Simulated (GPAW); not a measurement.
# Au: single point with PBE

Crystal: Au.

```
Au
1.0
     0.05952    2.03278    2.02390
     2.06284    0.03015    2.05328
     2.07413    2.07344    0.01886
Au
1
Direct
  0.99810 0.99583 0.01853
```

The cell isn't the ideal one: cell strained at random at fixed volume.

```json
{"Program": "GPAW 26.7.0", "Task": "single point", "Functional": "PBE", "Potentials or basis": "GPAW PAW data sets (gpaw-data 1.2.1)", "Cutoff": "600 eV", "Basis": "pw", "k mesh": "11 × 11 × 11", "Occupations": "fermi-dirac, width 0.05 eV", "Spin": "no spin polarisation", "Maxiter": "150"}
```

| Quantity | Value |
| --- | --- |
| Pressure | 13.5 GPa |
| Band gap on the k mesh | none (metal or under the smearing width) |

Stress tensor (GPa, compression positive):
```
13.67 -2.42 -1.75
-2.42 13.50  0.28
-1.75  0.28 13.45
```

Levels at points of the mesh, in eV from the Fermi level:
```csv
k point,band 2,band 3,band 4,band 5,band 6,band 7,band 8,band 9,band 10
"(0.00, 0.00, 0.00)",-4.97,-4.82,-4.57,-3.24,-3.19,15.69,18.93,19.57,20.44
```

It took 2.4 min on 1 thread of AMD EPYC 7R43 64-Core Processor (Zen 3), with other jobs on the host, peak memory 0.27 GiB.

Caveat: with this Au data set, volumes or pressures lay over 1.5 % or 2 GPa off other programs in two to four cells of ten. The run has no spin-orbit coupling, so splittings on Au are missing.
